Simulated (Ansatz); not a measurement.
# HgTe (Coloradoite) (F-43m) in Ansatz: settings compared, part 2 of 2

Ansatz 0.2.0.

**3. Single point, PBE+D4, 31.22 Å³/atom (volume scaled by 0.94)**

input.yaml reads:

```yaml
crystal:
  lattice:
    - [0.0, 3.1488795465, 3.1488795465]
    - [3.1488795465, 0.0, 3.1488795465]
    - [3.1488795465, 3.1488795465, 0.0]
  atoms:
    - { symbol: Hg, position: [0.0, 0.0, 0.0] }
    - { symbol: Te, position: [0.75, 0.75, 0.75] }
hamiltonian:
  xc: pbe
  pseudopotentials: { kind: paw }
  dispersion: d4
kpoints:
  mp_grid: { grid: [7, 7, 7] }
scf:
  occupations: { method: fermi_dirac, width: 0.05 }
output:
  forces: true
  stress: true
  eigenvalues: true
  write_density: true
  write_potential: true
  elf: true
  volumetric_format: npy
```

Potentials or basis: Ansatz PAW.

Started as:

```
$ ansatz run input.yaml --threads 2 --pin off --max-ram 5120MiB --backend cpu --events-out ev --progress --plain --runs-dir out
```

Log:

```text
Warning: RAYON_NUM_THREADS=2 ignored (pool sized by the plan → 2); use --threads N
Engine: ansatz 0.2.0, aarch64-unknown-linux-gnu
Pseudopotentials: kind: paw
Pseudopotential: Hg, paw, valence charge 20, recommended cutoff 420 eV (normal), Hg.paw.azcp
Pseudopotential: Te, paw, valence charge 16, recommended cutoff 420 eV (normal), Te.paw.azcp
Functional definition: PBE
  parameter kappa = 0.804
  parameter beta = 0.06672455060314922
  exchange = pbe_x(kappa = kappa, mu = beta*pi^2/3)
  correlation = pbe_c(beta = beta)
Crystal: 2 atoms, lattice volume = 62.445 Å³
Basis set: ecut = 420 eV, 1243 PW (Γ), exchange–correlation on 60×60×60 points (8 copies of the dense FFT grid, shifted against one another)
Bands: 22, of which v1, the nominal top of the filled ones, is band 18 counted from 1 (17 counted from 0)
[... 41 lines left out ...]
  E_smearing   = -0.000633  (= −TS)
  E_closure    = 0.000000  (closes the sum)
  Σ components = -20794.329116   (vs F -20794.329116, Δ=0.00e0)
--- Forces (eV/Å), atoms counted from 1 ---
  atom   1  Hg    -0.00000000     0.00000000    -0.00000000
  atom   2  Te     0.00000000    -0.00000000    -0.00000000
  max |Σ_I F_I| component: 8.33e-17 eV/Å
--- Stress (GPa, compression-positive) ---
        6.216769       0.000000      -0.000000
       -0.000000       6.216769       0.000000
       -0.000000       0.000000       6.216769
  P = ⅓ Tr σ = 6.2168 GPa (62.168 kbar)
--- Band table (eV; the first three rows and the last of 20) ---
  k-point 0: bands = ["-105.2002", "-53.6606", "-53.6606", "-53.6606", "-26.9292", "-26.9292", "-26.9292", "-26.9175", "-26.9175", "-2.5231", "2.2207", "2.2207", "2.2207", "2.8509", "2.8509", "9.5422", "10.0665", "10.0665", "10.0665", "14.1589", "14.1589", "14.1589"]
  k-point 1: bands = ["-105.2002", "-53.6606", "-53.6606", "-53.6606", "-26.9293", "-26.9291", "-26.9291", "-26.9175", "-26.9175", "-2.4069", "2.2532", "2.2532", "2.2576", "2.8474", "2.8474", "7.9679", "9.8021", "9.8021", "10.8962", "14.1867", "14.4882", "14.4882"]
  k-point 2: bands = ["-105.2002", "-53.6607", "-53.6606", "-53.6606", "-26.9296", "-26.9290", "-26.9290", "-26.9174", "-26.9174", "-2.1286", "2.3190", "2.3190", "2.4551", "2.8519", "2.8519", "6.0261", "9.3045", "9.3045", "10.9460", "14.9451", "14.9451", "15.4486"]
  k-point 19: bands = ["-105.2002", "-53.6608", "-53.6607", "-53.6607", "-26.9299", "-26.9293", "-26.9286", "-26.9174", "-26.9170", "-1.6328", "2.4541", "2.5339", "2.7661", "2.8290", "3.5109", "4.1570", "6.7724", "7.5843", "13.0000", "14.4712", "15.7618", "16.6158"]
```

rho_z.tsv:

```text
# z_ang	rho[e/angstrom^3]
# format = ansatz-planar-average/11
# lattice	0.000000000	3.148879546	3.148879546
# lattice	3.148879546	0.000000000	3.148879546
# lattice	3.148879546	3.148879546	0.000000000
# sites	2
# site	80	0.000000000	0.000000000	0.000000000
# site	52	4.723319320	4.723319320	4.723319320
0.000000	1.186754e0
0.148440	1.112157e0
0.296879	9.649576e-1
0.445319	7.749243e-1
0.593758	5.755747e-1
0.742198	3.965828e-1
[... 22 lines left out ...]
4.156309	1.115044e0
4.304749	1.179002e0
```

v_z.tsv:

```text
# z_ang	v_es[eV]	v_tot[eV]
# format = ansatz-planar-average/11
# xc	pbe
# density_cutoff_ev	1680
# datasets	Hg=:simpson_from_first_knot:soft	Te=:simpson_from_first_knot:soft
# lattice	0.000000000	3.148879546	3.148879546
# lattice	3.148879546	0.000000000	3.148879546
# lattice	3.148879546	3.148879546	0.000000000
# sites	2
# site	80	0.000000000	0.000000000	0.000000000
# site	52	4.723319320	4.723319320	4.723319320
0.000000	1.885158e0	-9.805256e0
0.148440	2.937847e0	-8.341699e0
0.296879	4.009887e0	-6.738951e0
0.445319	5.113585e0	-4.999866e0
0.593758	6.374332e0	-3.018628e0
0.742198	7.800118e0	-8.265554e-1
[... 22 lines left out ...]
4.156309	9.395588e-1	-1.119465e1
4.304749	1.115088e0	-1.085448e1
```

Wall time 2.2 s (2 threads of Arm Neoverse V1, shared host); peak memory 0.34 GiB.

What came out:

```
Free energy            : -20794.3291 eV
Pressure               : 6.2 GPa
Band gap on the k mesh : none (metal or under the smearing width)
```

Caveat: pairwise dispersion overbinds metals, which lowers pressure and volume.

**4. Single point, PBE+D4, 31.89 Å³/atom (volume scaled by 0.96)**

input.yaml reads:

```yaml
crystal:
  lattice:
    - [0.0, 3.1710554852, 3.1710554852]
    - [3.1710554852, 0.0, 3.1710554852]
    - [3.1710554852, 3.1710554852, 0.0]
  atoms:
    - { symbol: Hg, position: [0.0, 0.0, 0.0] }
    - { symbol: Te, position: [0.75, 0.75, 0.75] }
hamiltonian:
  xc: pbe
  pseudopotentials: { kind: paw }
  dispersion: d4
kpoints:
  mp_grid: { grid: [7, 7, 7] }
scf:
  occupations: { method: fermi_dirac, width: 0.05 }
output:
  forces: true
  stress: true
  eigenvalues: true
```

Started as:

```
$ ansatz run input.yaml --threads 2 --pin off --max-ram 5120MiB --backend cpu --events-out ev --progress --plain --runs-dir out
```

It took 1.6 s on 2 threads of Arm Neoverse V1, shared host; peak memory 0.33 GiB.

The run converged. Its results:

| Item | Value |
| --- | --- |
| Free energy | -20794.3747 eV |
| Pressure | 4.8 GPa |
| Band gap on the k mesh | none (metal or under the smearing width) |

Caveat: pairwise dispersion overbinds metals, which lowers pressure and volume.

**5. Single point, PBE+D4, 32.55 Å³/atom (volume scaled by 0.98)**

Changes to input.yaml since step 4:

```diff
@@ -2,5 +2,5 @@
   lattice:
-    - [0.0, 3.1710554852, 3.1710554852]
-    - [3.1710554852, 0.0, 3.1710554852]
-    - [3.1710554852, 3.1710554852, 0.0]
+    - [0.0, 3.1929255244, 3.1929255244]
+    - [3.1929255244, 0.0, 3.1929255244]
+    - [3.1929255244, 3.1929255244, 0.0]
   atoms:
```

Started as:

```
$ ansatz run input.yaml --threads 2 --pin off --max-ram 5120MiB --backend cpu --events-out ev --progress --plain --runs-dir out
```

Run time: 1.6 s. Hardware: 2 threads of Arm Neoverse V1, shared host; peak memory 0.33 GiB.

The run converged. Its results:

| Property | Result |
| --- | --- |
| Free energy | -20794.4094 eV |
| Pressure | 3.6 GPa |
| Band gap on the k mesh | none (metal or under the smearing width) |

Caveat: pairwise dispersion overbinds metals, which lowers pressure and volume.

**6. Single point, PBE+D4, 33.22 Å³/atom**

Changes to input.yaml since step 5:

```diff
@@ -2,5 +2,5 @@
   lattice:
-    - [0.0, 3.1929255244, 3.1929255244]
-    - [3.1929255244, 0.0, 3.1929255244]
-    - [3.1929255244, 3.1929255244, 0.0]
+    - [0.0, 3.2145, 3.2145]
+    - [3.2145, 0.0, 3.2145]
+    - [3.2145, 3.2145, 0.0]
   atoms:
```

Potentials or basis: Ansatz PAW.

Started as:

```
$ ansatz run input.yaml --threads 2 --pin off --max-ram 5120MiB --backend cpu --events-out ev --progress --plain --runs-dir out
```

Wall time 1.6 s (2 threads of Arm Neoverse V1, shared host); peak memory 0.34 GiB.

It converged, with:

| Item | Value |
| --- | --- |
| Free energy | -20794.4342 eV |
| Pressure | 2.4 GPa |
| Band gap on the k mesh | none (metal or under the smearing width) |

Caveat: pairwise dispersion overbinds metals, which lowers pressure and volume.

**7. Single point, PBE+D4, 33.88 Å³/atom (volume scaled by 1.02)**

Changes to input.yaml since step 6:

```diff
@@ -2,5 +2,5 @@
   lattice:
-    - [0.0, 3.2145, 3.2145]
-    - [3.2145, 0.0, 3.2145]
-    - [3.2145, 3.2145, 0.0]
+    - [0.0, 3.2357886999, 3.2357886999]
+    - [3.2357886999, 0.0, 3.2357886999]
+    - [3.2357886999, 3.2357886999, 0.0]
   atoms:
```

Started as:

```
$ ansatz run input.yaml --threads 2 --pin off --max-ram 5120MiB --backend cpu --events-out ev --progress --plain --runs-dir out
```

It took 1.6 s on 2 threads of Arm Neoverse V1, shared host; peak memory 0.34 GiB.

It converged, with:

* Free energy: -20794.4503 eV
* Pressure: 1.5 GPa
* Band gap on the k mesh: none (metal or under the smearing width)

Caveat: pairwise dispersion overbinds metals, which lowers pressure and volume.

**8. Single point, PBE+D4, 34.54 Å³/atom (volume scaled by 1.04)**

Changes to input.yaml since step 7:

```diff
@@ -2,5 +2,5 @@
   lattice:
-    - [0.0, 3.2357886999, 3.2357886999]
-    - [3.2357886999, 0.0, 3.2357886999]
-    - [3.2357886999, 3.2357886999, 0.0]
+    - [0.0, 3.2568009036, 3.2568009036]
+    - [3.2568009036, 0.0, 3.2568009036]
+    - [3.2568009036, 3.2568009036, 0.0]
   atoms:
@@ -20 +20,5 @@
   eigenvalues: true
+  write_density: true
+  write_potential: true
+  elf: true
+  volumetric_format: npy
```

Started as:

```
$ ansatz run input.yaml --threads 2 --pin off --max-ram 5120MiB --backend cpu --events-out ev --progress --plain --runs-dir out
```

It took 2.4 s on 2 threads of Arm Neoverse V1, shared host; peak memory 0.35 GiB.

The run converged. Its results:

* Free energy: -20794.4587 eV
* Pressure: 0.6 GPa
* Band gap on the k mesh: none (metal or under the smearing width)

Caveat: pairwise dispersion overbinds metals, which lowers pressure and volume.

**9. Single point, PBE+D4, 35.21 Å³/atom (volume scaled by 1.06)**

input.yaml reads:

```yaml
crystal:
  lattice:
    - [0.0, 3.2775454177, 3.2775454177]
    - [3.2775454177, 0.0, 3.2775454177]
    - [3.2775454177, 3.2775454177, 0.0]
  atoms:
    - { symbol: Hg, position: [0.0, 0.0, 0.0] }
    - { symbol: Te, position: [0.75, 0.75, 0.75] }
hamiltonian:
  xc: pbe
  pseudopotentials: { kind: paw }
  dispersion: d4
kpoints:
  mp_grid: { grid: [7, 7, 7] }
scf:
  occupations: { method: fermi_dirac, width: 0.05 }
output:
  forces: true
  stress: true
  eigenvalues: true
```

Potentials or basis: Ansatz PAW.

Started as:

```
$ ansatz run input.yaml --threads 2 --pin off --max-ram 5120MiB --backend cpu --events-out ev --progress --plain --runs-dir out
```

Run time: 1.8 s. Hardware: 2 threads of Arm Neoverse V1, shared host; peak memory 0.34 GiB.

The run converged. Its results:

```
Free energy            : -20794.4602 eV
Pressure               : -0.2 GPa
Band gap on the k mesh : none (metal or under the smearing width)
```

Caveat: pairwise dispersion overbinds metals, which lowers pressure and volume.

**10. Equation of state, PBE+D4**

No new run: the results of the series are fitted here.

What came out:

```
Equilibrium volume                      : 35.03 Å³/atom
Bulk modulus                            : 40 GPa
Pressure derivative of the bulk modulus : 5.2
```

Energy against volume, from the lowest point:
| volume (Å³/atom) | energy (meV/atom) |
| --- | --- |
| 31.223 | 65.53 |
| 31.887 | 42.72 |
| 32.551 | 25.41 |
| 33.215 | 13.00 |
| 33.880 | 4.95 |
| 34.544 | 0.75 |
| 35.208 | 0.00 |

Spin-orbit coupling is left out, which matters for the levels of Hg, Te.

**11. Against experiment**

Step 10. Against the measured bulk modulus of HgTe, 43 GPa (a printed reference work, monograph), the calculated 40 GPa is off by -6.7 %. The fit is for a static lattice scaled at fixed shape and fixed fractional positions.
